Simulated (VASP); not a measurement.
A run of VASP 6.6.1:

File INCAR:

```
PREC = Accurate
ENCUT = 520
EDIFF = 1E-7
ISMEAR = -1
SIGMA = 0.1
LREAL = F
LASPH = T
NELM = 80
ALGO = Fast
ISIF = 2
LWAVE = F
LCHARG = F
GGA = RE
NBANDS = 12
```

File KPOINTS:

```
Automatic mesh
0
Gamma
  18 18 16
```

The input POSCAR:

```
P
1.0
    3.3007523934      0.0000000000      0.0000000000
   -1.6503761967      2.8585354243      0.0000000000
    0.0000000000      0.0000000000      3.2392356635
P
2
Direct
    0.3333333333      0.6666666667      0.2500000000
    0.6666666667      0.3333333333      0.7500000000
```

Potentials or basis: VASP PAW PBE potentials, release 64 (P).

Command:

```bash
$ cat potpaw_PBE.64/P/POTCAR > POTCAR
$ mpirun -np 1 vasp_std > vasp.out
```

Hardware: 1 thread of Intel(R) Xeon(R) Platinum 8488C (Sapphire Rapids), with other jobs on the host.

Problem. How long does it take, and how much memory?

Solution. Run time: 87 s on 1 thread of Intel(R) Xeon(R) Platinum 8488C (Sapphire Rapids), on a shared host, peak memory 0.21 GiB. Counts: scf iterations 13, k points 333.
